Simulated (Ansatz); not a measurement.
# Hf in Ansatz: relaxation of the atoms with PBE

Aim: the relaxation of the atoms of Hf with PBE.

All numbers are computed with Ansatz 0.2.0; they aren't measurements. Logs are shortened: lines on timing, memory, paths and dates and some standing lists are left out, and cuts for length are marked.

## (1) The structure

The cell holds a sheet with vacuum, 1 atom: a = 2.934 Å, b = 2.934 Å, c = 23.800 Å, α = 90.00°, β = 90.00°, γ = 120.00°.

The cell was built by a generator and needn't be a form met in nature.

## (2) Relaxation of the atoms, PBE

Input file input.yaml:

```yaml
crystal:
  lattice:
    - [2.93352, 0.0, 0.0]
    - [-1.46676, 2.5405, 0.0]
    - [0.0, 0.0, 23.8]
  atoms:
    - { symbol: Hf, position: [0.0, 0.0, 0.29412] }
  periodic: [true, true, false]
kpoints:
  mp_grid: { grid: [10, 10, 1] }
scf:
  occupations: { method: fermi_dirac, width: 0.05 }
hamiltonian:
  xc: pbe
  pseudopotentials: { kind: all_electron, lapw: { basis_error: 0.002 } }
output:
  forces: true
  stress: true
relax:
  f_tol: 0.005
  max_steps: 60
```

Potentials or basis: all-electron LAPW, scalar-relativistic.

Command:

```sh
$ ansatz run input.yaml --threads 2 --pin off --max-ram 8192MiB --backend cpu --events-out ev --progress --plain --runs-dir out
```

Standard output:

```text
Warning: RAYON_NUM_THREADS=2 ignored (pool sized by the plan → 2); use --threads N
The last accepted step is kept in <dir> (removed where the run ends without a failure and the disk answers)
LAPW: plane waves up to 8.128 Å⁻¹, error target 2.0e-3 eV per atom; small_component_spin mean_spin; Hf in spheres of 1.423 Å, 36 of its electrons in bands, Dirac shells [] (how accurate: hamiltonian.pseudopotentials.lapw.basis_error, Limitations)
Engine: ansatz 0.2.0, x86_64-unknown-linux-gnu
Pseudopotentials: kind: all_electron
Pseudopotential: Hf, LAPW, valence charge 36, lapw/all_electron/scalar/gaussian/Hf, Koelling and Harmon's equation, gaussian nucleus
Functional definition: PBE
  parameter kappa = 0.804
  parameter beta = 0.06672455060314922
  exchange = pbe_x(kappa = kappa, mu = beta*pi^2/3)
  correlation = pbe_c(beta = beta)
Crystal: 1 atoms, lattice volume = 177.372 Å³
Basis set: ecut = 251.6899817646829 eV, 1621 PW (Γ), exchange–correlation at level 2
Bands: 22, of which v1, the nominal top of the filled ones, is band 18 counted from 1 (17 counted from 0)
Symmetry: 24 space group operations
Space group: P6/mmm (ITA 191), of the structure as read, at distance tolerance 5.6e-5 Å
k-points: 14 of 100
Non-local potential: Hf, projectors of the file, none
Initial density: superposition of atomic densities (neutral atoms: chi_scale 0, normalization atom)
Initial wavefunctions: plane waves of lowest kinetic energy (no species holds an atomic orbital)
Functional: x = pbe(κ = 0.804, μ = 0.2195149727645171), c = pbe(β = 0.06672455060314922)
iter 1 solved again at ethr=4.89e-3 eV; its pass at ethr=1.00e-1 eV (dr2=1.76e0 eV) is discarded
SCF iter   1: F=—  HF=-410248.598774 eV  |F-HF|=—  |Δ(HF+E_count)|=         —  Δρ=1.80e-2  dr2=1.76e0  ethr=4.89e-3  ⟨swp⟩=2.9  Hψ=1968  notcnv=0
preconditioner: auto → LDOS  [metal: Δε(μ)=0.029 eV  Ē_g=12.340 eV  σ=0.050 eV  W_gap=0.15  n_scr=14 (ndim 8)  ℏωp=11.8 eV  f_vac=0.794  D(μ)=3.93/eV (n_scr^D=14)  β→1.0]
iter 2 solved again at ethr=2.32e-4 eV; its pass at ethr=4.89e-3 eV (dr2=8.36e-2 eV) is discarded
SCF iter   2: F=—  HF=-410248.000606 eV  |F-HF|=—  |Δ(HF+E_count)|=   5.98e-1  Δρ=9.31e-3  dr2=8.36e-2  ethr=2.32e-4  ⟨swp⟩=2.1  Hψ=1713  notcnv=0  defer=1
SCF iter   3: F=—  HF=-410248.226879 eV  |F-HF|=—  |Δ(HF+E_count)|=   2.26e-1  Δρ=2.93e-3  dr2=5.69e-2  ethr=2.32e-4  ⟨swp⟩=3.4  Hψ=1046  notcnv=0  defer=1
SCF iter   4: F=—  HF=-410248.124309 eV  |F-HF|=—  |Δ(HF+E_count)|=   1.03e-1  Δρ=2.13e-3  dr2=4.04e-2  ethr=1.58e-4  ⟨swp⟩=2.3  Hψ=978  notcnv=0  defer=1
SCF iter   5: F=—  HF=-410248.118806 eV  |F-HF|=—  |Δ(HF+E_count)|=         —  Δρ=6.24e-4  dr2=2.12e-3  ethr=1.12e-4  ⟨swp⟩=3.4  Hψ=1018  notcnv=0
the basis was enlarged: its passes take 197.0 KiB over the memory plan, 2 of 2 planned eigensolver slots
SCF iter   6: F=—  HF=-410248.119288 eV  |F-HF|=—  |Δ(HF+E_count)|=   4.82e-4  Δρ=2.13e-4  dr2=6.17e-4  ethr=5.90e-6  ⟨swp⟩=3.0  Hψ=985  notcnv=0
SCF iter   7: F=—  HF=-410248.119304 eV  |F-HF|=—  |Δ(HF+E_count)|=   1.59e-5  Δρ=6.95e-5  dr2=3.67e-5  ethr=1.71e-6  ⟨swp⟩=3.0  Hψ=973  notcnv=0
SCF iter   8: F=—  HF=-410248.119305 eV  |F-HF|=—  |Δ(HF+E_count)|=   1.34e-6  Δρ=1.78e-5  dr2=9.67e-7  ethr=1.02e-7  ⟨swp⟩=3.0  Hψ=972  notcnv=0
SCF iter   9: F=-410248.119308 eV  HF=-410248.119308 eV  |F-HF|=1.97e-7  |Δ(HF+E_count)|=   2.55e-6  Δρ=3.22e-6  dr2=3.64e-8  ethr=2.69e-9  ⟨swp⟩=3.0  Hψ=972  notcnv=0
SCF 1 converged in 9 iterations: F = -410248.119308 eV  dr2 = 3.64e-8
relax step   1: F+E_penalty+E_count = -410248.11930820 eV  Δ(F+E_penalty+E_count) = +0.000e0 eV  max|allowed force component| = 0.000e0 eV/Å  Δτ_max = 0.0000 Å  (9 SCF iters, accepted)
SCF converged after 9 iterations
Free energy (F): -410248.119308 eV
Harris-Foulkes:  -410248.119308 eV  (|F-HF|=1.97e-7)
Internal energy: -410248.093374 eV  (E = F + TS)
E sigma→0 (E₀):  -410248.106341 eV
Entropy (-TS):   -0.025935 eV (-25.935 meV/atom)
Fermi energy:    -4.351778 eV
--- Per-component energies (eV) ---
  E_band       = -2649.040926
  E_kinetic    = 456476.097432
  E_xc         = -8414.046644
  E_electrostatic = -858310.144162  (all electrons and nuclei)
  E_smearing   = -0.025935  (= −TS)
  E_closure    = 0.000000  (closes the sum)
  E_atoms      = -410242.921030  (free atoms, spherical and without spin; not in F)
  Σ components = -410248.119308   (vs F -410248.119308, Δ=0.00e0)
  Basis errors (estimates in eV, not in F): energy 8.7e-4 per atom: plane waves 7.9e-4 (4.9e-4 summed), levels above the bands 8.4e-37, relativity 2.5e-8, radial functions 7.5e-5, core shells 2.9e-6; eigenvalues (radial functions only) 1.3e-6; not estimated: angular momenta, meshes, grids; target (lapw.basis_error) 2.0e-3; muffin-tin radii Hf 1.423 Å
--- Forces (eV/Å), atoms counted from 1 ---
  atom   1  Hf     0.00000000     0.00000000     0.00000000
  max |Σ_I F_I| component: 8.66e-30 eV/Å
--- 2D stress c σ (N/m, compression-positive) ---
       -0.558767       0.000000       0.000000
        0.000000      -0.558767       0.000000
        0.000000       0.000000       0.000000
  P = ½ c Tr σ = -0.5588 N/m
--- Relaxed structure (1 steps of the walk, 1 accepted, 0 SCFs on fresh bases) ---
  F+E_penalty+E_count = -410248.11930820 eV   max|allowed force component| = 0.000e0 eV/Å
  cell:  # Å, volume = 177.3721 Å³
    - [2.9335183588767033, 0.0, 0.0]
    - [-1.4667591794383517, 2.540501421255261, 0.0]
    - [0.0, 0.0, 23.8]
  atoms:
    - { symbol: Hf, position: [0.0, 0.0, 0.29412] }
```

It took 5.7 s on 2 threads of Intel Xeon 6975P-C (Granite Rapids), shared host; peak memory 0.43 GiB.

Results:

- Free energy: -410248.1193 eV
- Work function: 4.35 eV

Final structure:
```
CELL_PARAMETERS angstrom
2.93352 0.00000 0.00000
-1.46676 2.54050 0.00000
0.00000 0.00000 23.80000
ATOMIC_POSITIONS crystal
Hf 0.00000 0.00000 0.29412
```

Caveat: the relaxation stopped at its first step, so nothing moved. Spin-orbit coupling is left out, which matters for the levels of Hf.

## (3) The reference run

An earlier run on the cell as given: functional PBE; potentials or basis all-electron LAPW, scalar-relativistic; cutoff 252 eV (chosen from the basis error); basis error allowed 0.001 eV/atom; k mesh 10 × 10 × 1; occupations fermi-dirac, width 0.05 eV; no spin polarisation.

- Band gap on the k mesh: none (metal or under the smearing width)
